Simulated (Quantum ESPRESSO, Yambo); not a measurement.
An input for Yambo 5.3.0 (MoS2 (2H monolayer)):

```
optics
bss
bse
em1s
dipoles
rim_cut
rim_w
RandQpts= 3000000
RandGvec= 100 RL
CUTGeo= "slab z"
RandGvecW= 9 RL
Chimod= "HARTREE"
BSKmod= "SEX"
BSEmod= "resonant"
BSSmod= "h"
BSENGexx= 20 Ry
BSENGBlk= 4 Ry
% BSEQptR
 1 | 1 |
%
% BSEBands
 21 | 34 |
%
% BEnRange
 0 | 8 | eV
%
% BDmRange
 0.1 | 0.1 | eV
%
BEnSteps= 161
% BLongDir
 1 | 0 | 0 |
%
% BndsRnXs
 9 | 58 |
%
NGsBlkXs= 4 Ry
% LongDrXs
 1 | 1 | 0 |
%
% KfnQP_E
 0.945 | 1.0 | 1.0 |
%
BSHayTrs= -0.02
FFTGvecs= 32 Ry
```

```sh
OMP_NUM_THREADS=4 mpirun -n 4 yambo -F bse6.in -J bse6,bse5_W -C bse6 > bse6.log
```

The stored states that it reads are on a 18×18×1 mesh. The cell holds 3 atoms: 1 Mo and 2 S. Cell: a = 3.185 Å, b = 3.185 Å, c = 16.000 Å, α = 90.0°, β = 90.0°, γ = 120.0°. It derives from  ([{'formula': 'MoS2', 'spacegroup': 194, 'source': 'prototype of the bulk crystal'}]). Vacuum lies along c.

Q: How long will it take on 4 MPI ranks of AMD EPYC 7R43, shared host, and how much memory?

It took 3.3 min; on shared hardware allow 98 s to 6.5 min. Peak host memory was 4.5 GiB.

The kernel grows as the square of the matrix size, and full diagonalisation as its cube.

[Paths, hosts, dates, memory and timing lines, banners, echoed tables and standing remarks are left out of the program output.]

[Logs are printed without paths, hosts, clocks, repeated set-up lines and the standing remarks that a program may print on its own settings, such as how far it seeks lower states.]

[Runs of the session that timed out or met a known fault of the program may be left out.]

[Hosts, paths, dates, database ids (printed as entryN), source tags and the programs' standing remarks are cut or masked in the printed files.]
